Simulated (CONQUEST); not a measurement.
A run of CONQUEST 1.3 is set up as follows.

Conquest_input

```
IO.Title Te2Mo
IO.Coordinates coords.dat
IO.FractionalAtomicCoords T
IO.Iprint 2
IO.Iprint_init 1
General.NumberOfSpecies 2
General.PseudopotentialType hamann
AtomMove.TypeOfRun static
AtomMove.FullStress T
Grid.GridCutoff 150
DM.SolutionMethod diagon
Diag.MPMesh T
Diag.GammaCentred T
Diag.MPMeshX 4
Diag.MPMeshY 3
Diag.MPMeshZ 1
Diag.kT 0.00183747
minE.SCTolerance 1e-6
SC.MaxIters 100
IO.AtomChargeOutput T
SC.KerkerPreCondition T
SC.KerkerFactor 0.3
SC.LinearMixingFactor 0.3
%block ChemicalSpeciesLabel
1 127.600 Te
2 95.940 Mo
%endblock
```

The input coords.dat:

```
    6.6484344517     0.0000000000     0.0000000000
    0.0000000000    11.5154262607     0.0000000000
    0.0000000000     0.0000000000    26.4062769751
12
  0.0089385000   0.3411055000   0.6205920000 1 T T T
  0.5089385000   0.8411055000   0.6205920000 1 T T T
  0.0023315000   0.6663085000   0.1198720000 1 T T T
  0.5023315000   0.1663085000   0.1198720000 1 T T T
  0.0035295000   0.3378845000   0.8761570000 1 T T T
  0.5035295000   0.8378845000   0.8761570000 1 T T T
  0.0025430000   0.6724150000   0.3769590000 1 T T T
  0.5025430000   0.1724150000   0.3769590000 1 T T T
  0.4922355000   0.8264145000   0.2511120000 2 T T T
  0.9922355000   0.3264145000   0.2511120000 2 T T T
  0.4969640000   0.1597370000   0.7475260000 2 T T T
  0.9969640000   0.6597370000   0.7475260000 2 T T T
```

Potentials or basis: PseudoDojo NC PBE, DZP, grid cutoff 150 Ha.

Run with:

```sh
$ Conquest
```

Q: Predict the band gap on the k mesh.

A: 0.78 eV.

Q: Predict the pressure.

A: 6.8 GPa.

Stress tensor (GPa, compression positive):
```
 5.58  0.00  0.09
 0.00  6.42 -0.18
 0.09 -0.18  8.45
```

Caveat: the k mesh is coarse (spacing up to 0.45 Å⁻¹), so the values aren't converged; spin-orbit coupling is left out, which moves the levels of the heavy elements; an odd mesh through Γ misses points on the zone boundary, where band edges often lie; the basis of atomic orbitals isn't converged, which shifts pressures, moduli and gaps.
